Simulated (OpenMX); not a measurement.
Se:

```
Se
1.0
     4.36620    0.00000    0.00000
    -2.18310    3.78124    0.00000
     0.00000    0.00000    4.95360
Se
3
Direct
  0.77460 0.77460 0.00000
  0.00000 0.22540 0.66667
  0.22540 0.00000 0.33333
```

Base run:

```yaml
Program: OpenMX 3.8.5
Functional: PBE
Dispersion: D4
Potentials_or_basis: OpenMX 2013 PBE set, Se7.0-s3p2d2, grid cutoff 300 Ry
k_mesh: 5 × 5 × 5
Occupations: fermi-dirac, width 0.05 eV
Spin: no spin polarisation
```

Its results: band gap on the k mesh 1.24 eV, indirect (least direct gap 1.56 eV); pressure 1.7 GPa; largest force 1.168 eV/Å.

Question: After a change of settings the same cell gave: band gap on the k mesh 1.24 eV, indirect (least direct gap 1.56 eV); pressure 2.8 GPa; largest force 1.126 eV/Å. Which change was it?
A. dispersion from D4 to D3(BJ)
B. dispersion from D4 to none
C. dispersion from D4 to D3

Answer: C.

Caveats: an odd mesh through Γ misses points on the zone boundary, where band edges often lie; the basis of atomic orbitals isn't converged, which shifts pressures, moduli and gaps; forces of over 1 eV/Å show positions far from the minimum, so gaps and moduli don't describe the material at rest.
